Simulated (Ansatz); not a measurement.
K (hcp type) under strong compression

```xyz
2
Lattice="4.7195 0.0000 0.0000 -2.3598 4.0872 0.0000 0.0000 0.0000 7.6457" Properties=species:S:1:pos:R:3 pbc="T T T"
K     0.0000    2.7248    1.9114
K     2.3598    1.3624    5.7342
```

The cell comes from a relaxation on PAW files under the same functional, begun from a prototype that needn't be the stable phase.

Its volume is scaled, and at each volume shape and atoms are relaxed on PAW files; all methods then take that cell.

Level of theory: DFT with PBE, scalar-relativistic, in Ansatz 0.2.0; a Γ-centred 10×10×6 k mesh, Fermi–Dirac smearing of 0.08 eV, no spin polarisation. LAPW: all electrons, basis error target 1 meV/atom; PAW: frozen-core files, cutoff 420 eV; crystal datasets: all electrons, by PAW datasets that the program makes for each cell; norm-conserving: pseudopotentials, cutoff 850 eV; PAW (cutoff 800 eV): frozen-core files, cutoff 800 eV.

Energies are extrapolated to zero smearing and count from the unscaled cell; pressure is positive in compression; gaps take the mesh and a band path. No temperature or zero-point motion is included.

| V/V0 | V (Å³/atom) | P LAPW (GPa) | ΔE LAPW (eV/atom) | P PAW − LAPW (GPa) | ΔE PAW − LAPW (meV/atom) | space group | shortest distance (Å) |
| --- | --- | --- | --- | --- | --- | --- | --- |
| 1.00 | 73.74 | 0.02 | 0.000 | 0.00 | 0.0 | P6_3/mmc | 4.695 |
| 0.92 | 67.84 | 0.37 | 0.006 | 0.00 | 0.0 | P6_3/mmc | 4.566 |
| 0.84 | 61.94 | ? | ? | ? | ? | ? | ? |
| 0.76 | 56.04 | 1.67 | 0.075 | 0.00 | 0.0 | P6_3/mmc | 4.284 |
| 0.68 | 50.14 | 2.87 | 0.156 | 0.00 | 0.1 | P6_3/mmc | 4.128 |
| 0.60 | 44.25 | 4.77 | 0.295 | 0.00 | 0.1 | P6_3/mmc | 3.960 |
| 0.52 | 38.35 | 7.88 | 0.523 | 0.00 | 0.2 | P6_3/mmc | 3.775 |
| 0.45 | 33.18 | 12.21 | 0.844 | 0.00 | 0.2 | P6_3/mmc | 3.597 |

(1) Fit the Vinet equation to the LAPW pressures shown (residuals weighted by 1/(|P| + 0.03·Pmax)), and predict the pressure of the withheld row.

(2) At the smallest volume, how far do crystal datasets and norm-conserving and PAW (cutoff 800 eV) lie from LAPW in pressure?

Answers

(1) The fit gives V0 = 74.16 Å³/atom, B0 = 3.45 GPa and B0′ = 4.06. At 61.94 Å³/atom, x = (V/V0)^(1/3) = 0.9418, and P = 3·B0·(1 − x)/x²·exp[1.5·(B0′ − 1)·(1 − x)] = 0.89 GPa. The run itself gave 0.89 GPa (-0.1 % off) and ΔE = 0.029 eV/atom.

(2) crystal datasets: 0.00 GPa; norm-conserving: 0.00 GPa; PAW (cutoff 800 eV): 0.00 GPa, on a LAPW pressure of 12.21 GPa.
